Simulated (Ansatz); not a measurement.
## Cu, diamond: how the functional moves the structure

All rows: Ansatz, plane waves with scalar-relativistic PAW, 420 eV (500 eV for the SCAN forms), relaxed under each functional, no dispersion correction, no zero-point motion. B₀ comes from uniform scaling at fixed shape; a dash is a value not given.

| functional | V (Å³/atom) | cell | B₀ (GPa) | magnetic state | ΔE to fcc (meV/atom) |
| --- | --- | --- | --- | --- | --- |
| PBE | 19.15 | a = 5.350 Å | 54 | spin not included | 1041 |
| PBEsol | 17.89 | a = 5.231 Å | 68 | spin not included | 1201 |
| LDA | 17.06 | a = 5.149 Å | 78 | spin not included | 1237 |
| revPBE | 19.88 | a = 5.418 Å | 47 | spin not included | 986 |
| RPBE | 20.18 | a = 5.445 Å | 45 | spin not included | 965 |
| BLYP | 20.46 | a = 5.470 Å | 44 | spin not included | 696 |

**Question.** What does r²SCAN give?

**Answer.** V (Å³/atom): 18.08; cell: a = 5.249 Å; B₀ (GPa): 66; magnetic state: spin not included; ΔE to fcc (meV/atom): 1126.
